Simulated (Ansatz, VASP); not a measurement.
**Se in VASP and in Ansatz**

```
Se
1.0
     2.82893    0.00000    0.00000
     0.00000    2.82893    0.00000
     0.00000    0.00000    2.82893
Se
1
Direct
  0.00000 0.00000 0.00000
```

Alike in both runs: task single point; functional BLYP; k mesh 12 × 12 × 12; occupations fermi-dirac, width 0.1 eV; no spin polarisation.

```csv
,VASP,Ansatz
version,VASP 6.6.1,Ansatz 0.2.0
potentials or method,"VASP PAW PBE potentials, release 64 (Se)","plane waves (420 eV) with PAW, scalar-relativistic"
plane-wave cutoff (eV),520,420
valence electrons in the cell,6,16
```

```csv
,VASP,Ansatz,Ansatz less VASP
pressure (GPa),6.0,5.8,-0.23
```

The functional is the same, so the differences come from potentials, cutoffs and numerics. The two sets of potentials don't hold the same shells in valence.

Caveats: the PAW data sets were made with another functional, which shifts forces and pressure a little (VASP).
